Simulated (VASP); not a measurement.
Write the native input for VASP 6.6.1 that does the following.

* Task: density of states
* Functional: PBE
* Potentials or basis: VASP PAW PBE potentials, release 64 (Ca_sv, S)
* Cutoff: 520 eV
* k mesh: 8 × 8 × 8
* Occupations: gaussian, width 0.02 eV
* Spin: no spin polarisation
* Dipole correction: no
* k mesh for the DOS: 12 × 12 × 12
* Occupations for the DOS: tetrahedron
* Further INCAR settings: ALGO = Fast; EDIFF = 1e-06; NBANDS = 15

The system is CaS.

```
Ca S
1.0
     0.00000    2.85603    2.85603
     2.85603    0.00000    2.85603
     2.85603    2.85603    0.00000
Ca S
1 1
Direct
  0.00000 0.00000 0.00000
  0.50000 0.50000 0.50000
```

These files were run (other wordings do the same):

POSCAR

```
CaS
1.0
    0.0000000000      2.8560320322      2.8560320322
    2.8560320322      0.0000000000      2.8560320322
    2.8560320322      2.8560320322      0.0000000000
Ca S
1 1
Direct
    0.0000000000      0.0000000000      0.0000000000
    0.5000000000      0.5000000000      0.5000000000
```

INCAR.step1

```
SYSTEM = CaS
ALGO = Fast
EDIFF = 1E-6
ENCUT = 520
GGA = PE
ISIF = 2
ISMEAR = 0
LASPH = .TRUE.
LCHARG = .TRUE.
LREAL = .FALSE.
LWAVE = .FALSE.
NBANDS = 15
NELM = 100
PREC = Accurate
SIGMA = 0.02
```

KPOINTS.step1

```
k-points
0
G
  8 8 8
  0 0 0
```

INCAR.step2

```
SYSTEM = CaS
ALGO = Fast
EDIFF = 1E-6
ENCUT = 520
GGA = PE
ICHARG = 11
ISIF = 2
ISMEAR = -5
LASPH = .TRUE.
LCHARG = .FALSE.
LORBIT = 11
LREAL = .FALSE.
LWAVE = .FALSE.
NBANDS = 15
NEDOS = 2001
NELM = 100
PREC = Accurate
SIGMA = 0.02
```

KPOINTS.step2

```
k-points
0
G
  12 12 12
  0 0 0
```

Potentials or basis: VASP PAW PBE potentials, release 64 (Ca_sv, S).

Run with:

```console
$ cat potpaw_PBE.64/Ca_sv/POTCAR potpaw_PBE.64/S/POTCAR > POTCAR
$ cp INCAR.step1 INCAR
$ cp KPOINTS.step1 KPOINTS
$ mpirun -np 1 vasp_std > vasp.out
$ cp INCAR.step2 INCAR
$ cp KPOINTS.step2 KPOINTS
$ mpirun -np 1 vasp_std > vasp.out
```

It gave:

```yaml
Valence_electrons_inside_the_program's_atomic_spheres: Ca 8.13; S 3.79
```

Wall time 54 s on 1 thread of Intel(R) Xeon(R) Platinum 8259CL CPU @ 2.50GHz (Skylake/Cascade Lake) (shared host), peak memory 0.19 GiB.
